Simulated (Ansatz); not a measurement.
# TaN: a line through a two-coordinate scan

One line of a two-coordinate grid on TaN (Fm-3m, No. 225; 2 atoms in the cell): amplitude of mode 6 (424 cm⁻¹) is varied, at amplitude of mode 4 (424 cm⁻¹) = −0.196 Å.

Method: DFT LDA, scalar-relativistic, plane waves, PAW, in Ansatz 0.2.0.

2 further runs of the same task are left out: 2 set aside as unsound or not needed.

## 1. The system as given

Symmetry: Fm-3m, No. 225, cubic system. Conventional cell: a = 4.349 Å, b = 4.349 Å, c = 4.349 Å, α = 90.00°, β = 90.00°, γ = 90.00°. Ta (site symmetry m-3m) is surrounded by 6 N at 2.17 Å. N (site symmetry m-3m) has 6 Ta at 2.17 Å as nearest neighbours.

Structure file:

```
CELL_PARAMETERS angstrom
0.00000 2.17427 2.17427
2.17427 0.00000 2.17427
2.17427 2.17427 0.00000
ATOMIC_POSITIONS crystal
Ta 0.50000 0.50000 0.50000
N 0.00000 0.00000 0.00000
```

This cell was relaxed beforehand with the same method: volume 10.28 Å³/atom, gap on the mesh none (metal).

## 2. Plan of the line

The energy is mapped over two normal modes frozen in (zone-centre modes of the cell shown).

First coordinate, amplitude of mode 4 (424 cm⁻¹), largest displacement: 11 values from −0.245 Å. Second coordinate, amplitude of mode 6 (424 cm⁻¹), largest displacement: 11 values from −0.245 Å.

Nothing else is relaxed (the cell and all other modes fixed). Energies count from the relaxed high-symmetry cell. Points are written as (first, second).

The modes come from a phonon run on the reference cell, made beforehand.

Displacement patterns for an amplitude of 1 (Å):

| atom | x1 | y1 | z1 | x2 | y2 | z2 |
| --- | --- | --- | --- | --- | --- | --- |
| Ta1 | -0.077 | 0.000 | 0.000 | 0.000 | 0.000 | -0.077 |
| N2 | 1.000 | 0.000 | 0.000 | 0.000 | 0.000 | 1.000 |

## 3. Grid point (−0.196 Å, −0.196 Å)

input.yaml

```yaml
crystal:
  lattice:
    - [0.0, 2.174269374, 2.174269374]
    - [2.174269374, 0.0, 2.174269374]
    - [2.174269374, 2.174269374, 0.0]
  atoms:
    - { symbol: Ta, position: [0.5, 0.5069780544, 0.5] }
    - { symbol: "N", position: [0.0, -0.0901452241, 0.0] }
basis:
  ecutwfc: 520.0
kpoints:
  mp_grid: { grid: [18, 18, 18] }
hamiltonian:
  xc: lda
scf:
  occupations: { method: gaussian, width: 0.15 }
output:
  forces: true
  stress: true
  eigenvalues: true
```

Launch:

```sh
$ ansatz run input.yaml --threads 1 --pin off --max-ram 2048MiB --backend cpu --events-out ev --progress --plain --runs-dir out
```

The session goes on with these runs: the other points of the line.

Before running it: what results should come out? Wanted: for each run, amplitude of mode 6; energy; slope; pressure; largest force on an atom.

As calculated:

| amplitude of mode 6 (424 cm⁻¹), largest displacement (Å) | step | energy (eV) | slope (eV per Å) | pressure (GPa) | largest force on an atom (eV/Å) |
| --- | --- | --- | --- | --- | --- |
| −0.245 | – | 0.608 | −3.5 | 20.7 | 4.02 |
| −0.196 | 3 | 0.459 | −2.6 | 16.1 | 3.38 |
| −0.147 | 4 | 0.353 | −1.8 | 12.7 | 2.95 |
| −0.098 | 5 | 0.282 | −1.1 | 10.3 | 2.67 |
| −0.049 | 6 | 0.241 | −0.5 | 8.9 | 2.51 |
| 0.000 | 7 | 0.227 | 0.0 | 8.4 | 2.46 |
| 0.049 | – | 0.241 | 0.5 | 8.9 | 2.51 |
| 0.098 | – | 0.282 | 1.1 | 10.3 | 2.67 |
| 0.147 | – | 0.353 | 1.8 | 12.7 | 2.95 |
| 0.196 | – | 0.459 | 2.6 | 16.1 | 3.38 |
| 0.245 | – | 0.608 | 3.5 | 20.7 | 4.02 |

Energies count from the relaxed high-symmetry cell. Rows without a step come from runs not printed here or follow by symmetry. Slopes come from the forces (and the stress, where the cell changes), not from differences of energies.

The lowest point of the line is at 0.000 Å, 0.227 eV from the zero. A fit to energies and slopes at the lowest point and its two neighbours puts the minimum at 0.0000 Å, with a curvature of about 11 eV per Å². The highest point computed, at −0.245 Å, lies 0.381 eV above the lowest. This is one cut through a surface in two coordinates; the map's lowest point lies off it. A rigid map gives upper bounds: relaxing the other coordinates can only lower a point. Spin-orbit coupling is left out for Ta.
